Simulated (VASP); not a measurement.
## W: work function with PBE

W, a slab with vacuum:

```
W
1.0
     2.75742    0.00000    0.00000
     0.00000    4.50286    0.00000
     0.00000    0.00000   29.29849
W
12
Cartesian
  0.3805 1.1257 7.6699
  1.3585 3.3771 8.7698
  2.3245 1.1257 10.0958
  0.4717 3.3771 11.3809
  1.3817 1.1257 12.7202
  2.2866 3.3771 13.9965
  0.4709 1.1257 15.3020
  1.3758 3.3771 16.5783
  2.2857 1.1257 17.9175
  0.4329 3.3771 19.2027
  1.3989 1.1257 20.5287
  2.3769 3.3771 21.6286
```

The cell was built by a generator and needn't be a form met in nature.

| Quantity | Value |
| --- | --- |
| Program | VASP 6.6.1 |
| Task | work function |
| Functional | PBE |
| Potentials or basis | VASP PAW PBE potentials, release 64 (W_sv) |
| Cutoff | 520 eV |
| k mesh | 17 × 10 × 1 |
| Occupations | methfessel-paxton, width 0.2 eV |
| Spin | no spin polarisation |
| Further INCAR settings | ALGO = Fast; EDIFF = 1e-07 |

The largest force is 0.010 eV/Å and the band gap on the k mesh is none (metal or under the smearing width).

Forces on the atoms (eV/Å):
```
W   -0.005  0.000 -0.004
W   -0.006  0.000  0.006
W    0.002  0.000 -0.003
W   -0.004  0.000 -0.009
W    0.002  0.000  0.002
W    0.003  0.000  0.007
W   -0.003  0.000 -0.007
W   -0.002  0.000 -0.002
W    0.004  0.000  0.009
W   -0.002  0.000  0.003
W    0.006  0.000 -0.006
W    0.005  0.000  0.004
```

Levels at points of the mesh, in eV from the Fermi level:
```
           k point  band 81  band 82  band 83  band 84  band 85  band 86  band 87  band 88
(0.00, 0.00, 0.00)    -1.06    -0.96    -0.82    -0.79    -0.34    -0.14     0.37     1.14
(0.00, 0.50, 0.00)    -0.71    -0.71     0.13     0.13     1.30     1.30     1.35     1.35
```

Run time: 11 min on 8 MPI ranks on Intel(R) Xeon(R) Platinum 8488C (Sapphire Rapids) (shared host), peak memory 1.3 GiB a rank.

The run has no spin-orbit coupling, so splittings on W are missing.
